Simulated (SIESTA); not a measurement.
The system is Cu.

```xyz
1
Lattice="0.0000 1.8075 1.8075 1.8075 0.0000 1.8075 1.8075 1.8075 0.0000" Properties=species:S:1:pos:R:3 pbc="T T T"
Cu    0.0000    0.0000    0.0000
```

Base run:

- Program: SIESTA 5.4.2
- Functional: revPBE
- Potentials or basis: PseudoDojo 0.4 standard (PBE files)
- Basis: DZP (energy shift 0.002 Ry)
- Grid cutoff: 800 Ry
- Energy shift: 0.002 Ry
- k mesh: 13 × 13 × 13
- Occupations: fermi-dirac, width 0.05 eV
- Spin: no spin polarisation

Its results: band gap on the k mesh none (metal or under the smearing width); pressure 5.0 GPa.

Task: The run is repeated on the same cell with these changes: functional from revPBE to vdW-DF2. What comes out?

Result: Band gap on the k mesh none (metal or under the smearing width); pressure 13.3 GPa.

Caveats: semicore shells carry a single zeta, which can move pressures by several GPa and volumes by a few percent; the potentials were made for another functional, which shifts forces and pressure; the basis of atomic orbitals isn't converged, which shifts pressures, moduli and gaps; the real-space grid breaks the cell's symmetry a little (some runs).
